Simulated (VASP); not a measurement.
# Li (Fm-3m) in VASP: notebook

One crystal, Li, is run at these levels: PBE; tasks: single point.

Everything below comes from runs of VASP 6.6.1. Logs are shortened: lines on timing, memory, paths and dates and some standing lists are left out, and cuts for length are marked.

### 1 The crystal as given

It takes space group Fm-3m (No. 225, cubic). The conventional cell has a = 4.404 Å, b = 4.404 Å, c = 4.404 Å, α = 90.00°, β = 90.00°, γ = 90.00°. Li (site symmetry m-3m) has 12 Li at 3.11 Å as nearest neighbours.

This isn't the form of Li at room conditions, which is bcc.

### 2 Single point, PBE (volume scaled by 0.98)

The input, INCAR:

```
PREC = Accurate ; ENCUT = 520
EDIFF = 1E-6 ; ISMEAR = -1
SIGMA = 0.05 ; LREAL = False
LASPH = True ; NELM = 60
ALGO = Normal ; ISIF = 2
LWAVE = False ; LCHARG = False
GGA = PE ; NBANDS = 8
```

The input, KPOINTS:

```
regular mesh
0
Gamma
  10 10 10
```

The input, POSCAR:

```
Li
1.0
    0.0000000000      2.1872210312      2.1872210312
    2.1872210312      0.0000000000      2.1872210312
    2.1872210312      2.1872210312      0.0000000000
Li
1
Direct
    0.0000000000      0.0000000000      0.0000000000
```

Potentials or basis: VASP PAW PBE potentials, release 64 (Li_sv).

On the command line:

```
$ cat potpaw_PBE.64/Li_sv/POTCAR > POTCAR
$ mpirun -np 1 vasp_std > vasp.out
```

OUTCAR:

```text
PREC = Accurate
   ENCUT = 520
   EDIFF = 1E-6
   ISMEAR = -1
   LREAL = False
   LASPH = True
   NELM = 60
   ISIF = 2
   GGA = PE

 ion  position               nearest neighbor table
   1  0.000  0.000  0.000-

  LATTYP: Found a face centered cubic cell.
 ALAT       =     4.3744420624

  Lattice vectors:

 A1 = (   0.0000000000,   2.1872210312,   2.1872210312)
 A2 = (   2.1872210312,   0.0000000000,   2.1872210312)
 A3 = (   2.1872210312,   2.1872210312,   0.0000000000)

Analysis of symmetry for initial positions (statically):
=====================================================================
 Subroutine PRICEL returns:
 Original cell was already a primitive cell.

 Routine SETGRP: Setting up the symmetry group for a
 face centered cubic supercell.

 Subroutine GETGRP returns: Found 48 space group operations
 (whereof 48 operations were pure point group operations)
 out of a pool of 48 trial point group operations.

The static configuration has the point symmetry O_h .

Analysis of symmetry for dynamics (positions and initial velocities):
=====================================================================
 Subroutine PRICEL returns:
 Original cell was already a primitive cell.

 Routine SETGRP: Setting up the symmetry group for a
 face centered cubic supercell.

 Subroutine GETGRP returns: Found 48 space group operations
 (whereof 48 operations were pure point group operations)
 out of a pool of 48 trial point group operations.

The dynamic configuration has the point symmetry O_h .

 Subroutine INISYM returns: Found 48 space group operations
 (whereof 48 operations are pure point group operations),
 and found     1 'primitive' translations

----------------------------------------------------------------------------------------

                                     Primitive cell

  volume of cell :      20.9271

  direct lattice vectors                    reciprocal lattice vectors
     0.000000000  2.187221031  2.187221031    -0.228600582  0.228600582  0.228600582
     2.187221031  0.000000000  2.187221031     0.228600582 -0.228600582  0.228600582
     2.187221031  2.187221031  0.000000000     0.228600582  0.228600582 -0.228600582

  length of vectors
     3.093197646  3.093197646  3.093197646     0.395947822  0.395947822  0.395947822

  position of ions in fractional coordinates (direct lattice)
     0.000000000  0.000000000  0.000000000

  ion indices of the primitive-cell ions
   primitive index   ion index
                 1           1

----------------------------------------------------------------------------------------

 KPOINTS: regular mesh

Automatic generation of k-mesh.
 Grid dimensions read from file:
 generate k-points for:   10   10   10

 Generating k-lattice:

  Cartesian coordinates                     Fractional coordinates (reciprocal lattice)
    -0.022860058  0.022860058  0.022860058     0.100000000  0.000000000  0.000000000
     0.022860058 -0.022860058  0.022860058     0.000000000  0.100000000  0.000000000
     0.022860058  0.022860058 -0.022860058     0.000000000  0.000000000  0.100000000

  Length of vectors
     0.039594782  0.039594782  0.039594782

  Shift w.r.t. Gamma in fractional coordinates (k-lattice)
     0.000000000  0.000000000  0.000000000

 Subroutine IBZKPT returns following result:
 ===========================================

 Found     47 irreducible k-points:

 Following reciprocal coordinates:
            Coordinates               Weight
  0.000000  0.000000  0.000000      1.000000
  0.100000  0.000000  0.000000      8.000000
  0.200000  0.000000  0.000000      8.000000
  0.300000  0.000000  0.000000      8.000000
  0.400000  0.000000  0.000000      8.000000
  0.500000  0.000000  0.000000      4.000000
[... 16 lines left out ...]
  0.300000  0.300000  0.000000      6.000000
  0.400000  0.300000  0.000000     24.000000
 [... further k-points ...]
   k-points           NKPTS =     47   k-points in BZ     NKDIM =     47   number of bands    NBANDS=      8
   number of dos      NEDOS =    301   number of ions     NIONS =      1
   total plane-waves  NPLWV =  13824
   dimension x,y,z NGX =    24 NGY =   24 NGZ =   24
   dimension x,y,z NGXF=    48 NGYF=   48 NGZF=   48
   ions per type =               1
   NGX,Y,Z   is equivalent  to a cutoff of  12.90, 12.90, 12.90 a.u.
   NGXF,Y,Z  is equivalent  to a cutoff of  25.80, 25.80, 25.80 a.u.
 SYSTEM =  unknown system
   PREC   = accura    normal or accurate (medium, high low for compatibility)
   ISTART =      0    job   : 0-new  1-cont  2-samecut
   ICHARG =      2    charge: 1-file 2-atom 10-const
   ISPIN  =      1    spin polarized calculation?
   LNONCOLLINEAR =      F non collinear calculations
   LSORBIT =      F    spin-orbit coupling
   LASPH  =      T    aspherical Exc in radial PAW
   ENCUT  =  520.0 eV  38.22 Ry    6.18 a.u.   5.75  5.75  5.75*2*pi/ulx,y,z
   NELM   =     60;   NELMIN=  2; NELMDL= -5     # of ELM steps
   EDIFF  = 0.1E-05   stopping-criterion for ELM
   LREAL  =      F    real-space projection
[... 7 lines left out ...]
   TEBEG  =    0.0;   TEEND  =   0.0 temperature during run
   PSTRESS=    0.0 pullay stress
   NELECT =       3.0000    total number of electrons
   NUPDOWN=      -1.0000    fix difference up-down
   EMIN   =  10.00;   EMAX   =-10.00  energy-range for DOS
   EFERMI =   0.00;   METHOD = LEGACY
   ISMEAR =    -1;   SIGMA  =   0.05  broadening in eV -4-tet -1-fermi 0-gaus
   EFERMI_NEDOS =   21; number of points for ismear=-14 and -15
   IALGO  =     38    algorithm
   IMIX   =      4    mixing-type and parameters
     AMIX     =   0.40;   BMIX     =  1.00
     AMIX_MAG =   1.60;   BMIX_MAG =  1.00
  volume/ion in A,a.u.               =      20.93       141.22
  Fermi-wavevector in a.u.,A,eV,Ry     =   0.856800  1.619116  9.988112  0.734106
  Thomas-Fermi vector in A             =   1.973756
   LORBIT       =      0    0 simple, 1 ext, 2 COOP (PROOUT), +10 PAW based schemes
   GGA     = PE    functional components
   LHFCALC =     F    Hartree Fock is set to
   AEXX    =    0.0000 exact exchange contribution
   IVDW    =     0    specifies the selected vdW correction
   LEPSILON=     F    determine dielectric tensor
   LRPA    =     F    only Hartree local field effects (RPA)
 non-spin polarized calculation
  energy-cutoff  :      520.00
  volume of cell :       20.93
 maximum number of plane-waves:       588
   NGX = 11   NGY = 11   NGZ = 11

 number of electron       3.0000000 magnetization

 Free energy of the ion-electron system (eV)
  ---------------------------------------------------
  ext. energy  EPLUGINS =         0.00000000
  ---------------------------------------------------
  free energy    TOTEN  =        -1.90707268 eV

  energy without entropy =       -1.90251588  energy(sigma->0) =       -1.90479428

 E-fermi :   0.4777     XC(G=0):  -6.9671

 val. band max:        0.3012812917   @ k =  -0.4000   0.1000   0.0000
 cond. band min:       0.5131041544   @ k =   0.5000   0.3000   0.1000
 fundamental gap:      0.2118228627
 Fermi energy:         0.4776520063

 k-point     1 :       0.0000    0.0000    0.0000
  band No.  band energies     occupation
      1     -46.0459      2.00000
      2      -2.9813      2.00000
      3      14.5663      0.00000
      4      14.5664      0.00000
      5      14.5664      0.00000
      6      18.4031      0.00000
      7      18.4031      0.00000
      8      18.4031      0.00000

 k-point     2 :       0.1000    0.0000    0.0000
  band No.  band energies     occupation
      1     -46.0445      2.00000
      2      -2.8048      2.00000
      3      12.8410      0.00000
      4      14.2074      0.00000
      5      14.2075      0.00000
      6      17.6069      0.00000
      7      19.0441      0.00000
      8      19.0441      0.00000

 k-point     3 :       0.2000    0.0000    0.0000
  band No.  band energies     occupation
      1     -46.0405      2.00000
      2      -2.2753      2.00000
      3       9.8127      0.00000
      4      13.6023      0.00000
      5      13.6024      0.00000
      6      17.9154      0.00000
      7      19.4363      0.00000
      8      19.4363      0.00000

 k-point     4 :       0.3000    0.0000    0.0000
  band No.  band energies     occupation
      1     -46.0357      2.00000
      2      -1.4030      2.00000
      3       6.9484      0.00000
      4      13.1587      0.00000
      5      13.1588      0.00000
      6      18.0400      0.00000
      7      18.1843      0.00000
      8      18.1843      0.00000

 k-point     5 :       0.4000    0.0000    0.0000
  band No.  band energies     occupation
      1     -46.0317      2.00000
      2      -0.2650      2.00000
      3       4.5751      0.00000
      4      12.9411      0.00000
      5      12.9412      0.00000
      6      17.1583      0.00000
      7      17.1583      0.00000
      8      17.5897      0.00000

 k-point     6 :       0.5000    0.0000    0.0000
  band No.  band energies     occupation
      1     -46.0302      2.00000
      2       0.5338      0.49105
      3       3.3595      0.00000
      4      12.8855      0.00000
      5      12.8856      0.00000
      6      16.7855      0.00000
      7      16.7855      0.00000
      8      17.3818      0.00000

 k-point     7 :       0.1000    0.1000    0.0000
  band No.  band energies     occupation
      1     -46.0440      2.00000
      2      -2.7454      2.00000
      3      13.2470      0.00000
      4      13.2470      0.00000
      5      14.5418      0.00000
      6      15.9694      0.00000
      7      19.7086      0.00000
      8      20.1559      0.00000

 k-point     8 :       0.2000    0.1000    0.0000
  band No.  band energies     occupation
      1     -46.0409      2.00000
      2      -2.3318      2.00000
      3      10.8770      0.00000
      4      12.4086      0.00000
      5      14.3360      0.00000
      6      16.0303      0.00000
      7      17.7490      0.00000
      8      21.0872      0.00000

 k-point     9 :       0.3000    0.1000    0.0000
  band No.  band energies     occupation
      1     -46.0363      2.00000
      2      -1.5673      2.00000
      3       7.9566      0.00000
      4      11.9021      0.00000
      5      13.7021      0.00000
      6      15.5085      0.00000
      7      18.3068      0.00000
      8      20.3993      0.00000

 k-point    10 :       0.4000    0.1000    0.0000
  band No.  band energies     occupation
      1     -46.0321      2.00000
      2      -0.4886      2.00000
      3       5.3913      0.00000
      4      11.7782      0.00000
      5      12.8106      0.00000
      6      14.9660      0.00000
      7      19.0604      0.00000
      8      19.9744      0.00000
[... 78 lines left out ...]
 k-point    18 :       0.4000    0.2000    0.0000
  band No.  band energies     occupation
      1     -46.0311      2.00000
      2      -0.3803      2.00000
      3       6.5073      0.00000
      4      10.5230      0.00000
      5      10.9165      0.00000
      6      14.2329      0.00000
      7      17.4878      0.00000
      8      21.9290      0.00000

 k-point    19 :       0.5000    0.2000    0.0000
  band No.  band energies     occupation
      1     -46.0284      2.00000
      2       0.8480      0.00121
      3       4.3035      0.00000
      4       9.8579      0.00000
      5      10.7146      0.00000
      6      14.4117      0.00000
      7      19.8256      0.00000
      8      20.7459      0.00000

 k-point    20 :      -0.4000    0.2000    0.0000
  band No.  band energies     occupation
      1     -46.0281      2.00000
      2       1.2091      0.00000
      3       3.7479      0.00000
      4       9.2297      0.00000
      5      11.3169      0.00000
      6      14.8107      0.00000
      7      19.9537      0.00000
      8      21.5592      0.00000

 k-point    21 :      -0.3000    0.2000    0.0000
  band No.  band energies     occupation
      1     -46.0302      2.00000
      2       0.0218      1.99978
      3       5.4780      0.00000
      4       9.0693      0.00000
      5      12.2842      0.00000
      6      15.5295      0.00000
      7      19.5745      0.00000
      8      20.6285      0.00000

 k-point    22 :      -0.2000    0.2000    0.0000
  band No.  band energies     occupation
      1     -46.0340      2.00000
      2      -1.0876      2.00000
      3       7.5452      0.00000
      4       9.6268      0.00000
      5      13.4612      0.00000
      6      16.6043      0.00000
      7      19.2260      0.00000
      8      19.3557      0.00000

 k-point    23 :       0.3000    0.3000    0.0000
  band No.  band energies     occupation
      1     -46.0323      2.00000
      2      -0.8372      2.00000
      3       9.9671      0.00000
      4       9.9671      0.00000
      5      10.3710      0.00000
      6      12.2165      0.00000
      7      15.1876      0.00000
      8      25.7288      0.00000

 k-point    24 :       0.4000    0.3000    0.0000
  band No.  band energies     occupation
      1     -46.0292      2.00000
      2       0.0494      1.99962
      3       7.7836      0.00000
      4       8.9862      0.00000
      5       9.5985      0.00000
      6      12.9758      0.00000
      7      15.6295      0.00000
      8      25.2606      0.00000

 [... further k-points ...]
[... 5 lines left out ...]
  --------------------------------------------------------------------------------------
  -------------------------------------------------------------------------------------
  Total       -0.0653170     -0.0653170     -0.0653170      0.0000000     -0.0000000     -0.0000000
  in kB       -5.0006747     -5.0006747     -5.0006747      0.0000000     -0.0000000     -0.0000000
  external PRESSURE =      -5.0006747 kB  Pullay stress =       0.0000000 kB

 VOLUME and BASIS-vectors are now :
 -----------------------------------------------------------------------------
  energy-cutoff  :      520.00
  volume of cell :       20.93
      direct lattice vectors                 reciprocal lattice vectors
     0.000000000  2.187221031  2.187221031    -0.228600582  0.228600582  0.228600582
     2.187221031  0.000000000  2.187221031     0.228600582 -0.228600582  0.228600582
     2.187221031  2.187221031  0.000000000     0.228600582  0.228600582 -0.228600582

 POSITION                                       TOTAL-FORCE (eV/Angst)
 -----------------------------------------------------------------------------------
      0.00000      0.00000      0.00000         0.000000      0.000000      0.000000
 -----------------------------------------------------------------------------------
    total drift:                               -0.000000      0.000000     -0.000000

  FREE ENERGIE OF THE ION-ELECTRON SYSTEM (eV)
  ---------------------------------------------------
  free  energy   TOTEN  =        -1.9070726756 eV

  energy  without entropy=       -1.9025158844  energy(sigma->0) =       -1.90479428
```

Wall time 4 s (1 thread of Intel Xeon Platinum 8488C (Sapphire Rapids), shared host); peak memory 0.13 GiB.

What came out:

```yaml
Free_energy: -1.9071 eV
Band_gap_on_the_k_mesh: none (metal or under the smearing width)
```

Levels at points of the mesh, in eV from the Fermi level:
```tsv
k point	band 1	band 2	band 3	band 4	band 5
(0.00, 0.00, 0.00)	-46.52	-3.46	14.09	14.09	14.09
(0.50, 0.00, 0.00)	-46.51	0.06	2.88	12.41	12.41
(0.50, 0.50, 0.00)	-46.50	1.57	4.65	8.31	8.31
```

Caveat: the cutoff is under 1.25 times the usual one of these potentials, so pressure, stress and relaxed cells hold a basis-set (Pulay) error.

### 3 Single point, PBE

The input, INCAR:

```
SYSTEM = Li
ALGO = Normal
EDIFF = 1E-6
ENCUT = 520
GGA = PE
ISIF = 2
ISMEAR = -1
LASPH = .True.
LCHARG = .False.
LREAL = .False.
LWAVE = .False.
NBANDS = 8
NELM = 60
PREC = Accurate
SIGMA = 0.05
```

The input, KPOINTS:

```
k-points
0
Gamma
  10 10 10
  0 0 0
```

The input, POSCAR:

```
Li
1.0
    0.0000000000      2.2020000000      2.2020000000
    2.2020000000      0.0000000000      2.2020000000
    2.2020000000      2.2020000000      0.0000000000
Li
1
Direct
    0.0000000000      0.0000000000      0.0000000000
```

Potentials or basis: VASP PAW PBE potentials, release 64 (Li_sv).

On the command line:

```
$ cat potpaw_PBE.64/Li_sv/POTCAR > POTCAR
$ mpirun -np 1 vasp_std > vasp.out
```

Run time: 4.3 s. Hardware: 1 thread of Intel Xeon Platinum 8488C (Sapphire Rapids), shared host; peak memory 0.12 GiB.

The run converged. Its results:

| Quantity | Value |
| --- | --- |
| Free energy | -1.9057 eV |
| Band gap on the k mesh | none (metal or under the smearing width) |

Levels at points of the mesh, in eV from the Fermi level:
```tsv
k point	band 1	band 2	band 3	band 4	band 5	band 6
(0.00, 0.00, 0.00)	-46.56	-3.43	13.89	13.89	13.89	17.70
(0.50, 0.00, 0.00)	-46.54	0.07	2.82	12.23	12.23	16.10
(0.50, 0.50, 0.00)	-46.54	1.55	4.58	8.20	8.20	10.36
```

Caveat: the cutoff is under 1.25 times the usual one of these potentials, so pressure, stress and relaxed cells hold a basis-set (Pulay) error.
